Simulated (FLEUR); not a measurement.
## ZnSe (Stilleite) under changes of volume

One of the cells (22.757 Å³/atom); the others are scaled copies at fixed shape and fractional positions:

```
Se Zn
1.0
     0.00000    2.83380    2.83380
     2.83380    0.00000    2.83380
     2.83380    2.83380    0.00000
Se Zn
1 1
Direct
  0.75000 0.75000 0.75000
  0.00000 0.00000 0.00000
```

```yaml
Program: FLEUR MaX-R8.1 (later development tree)
Functional: PBEsol
Potentials_or_basis: all-electron
Basis: FLAPW
Kmax: 4.71 1/bohr
k_mesh: 8 × 8 × 8
Occupations: fermi-dirac, width 0.05 eV
Spin: no spin polarisation
```

```csv
volume (Å³/atom),energy over the lowest point (meV/atom),gap on the mesh (eV)
21.391,9.06,1.42
21.846,?,?
22.301,0.00,1.25
22.757,1.45,1.17
23.212,6.25,1.09
23.667,14.23,1.02
24.122,24.75,0.95
```

**Question.** What does the run at 21.846 Å³/atom give?

**Answer.** Energy over the lowest point 2.38 meV/atom; gap on the mesh 1.33 eV.

Worked out: A Birch-Murnaghan fit of order 3 (a polynomial in V^(-2/3)) to the other rows has its minimum at 22.35 Å³/atom with B0 = V·E''(V) = 65 GPa and B' = 4.7. It gives 2.38 meV/atom at 21.846 Å³/atom, against the run's 2.38. A straight line through the other rows of the gap, of slope -3.92 eV per unit of ln V (its deformation potential), gives 1.33 eV, against the run's 1.33.

Energies are extrapolated to zero smearing.

Spin-orbit coupling on Se is left out.
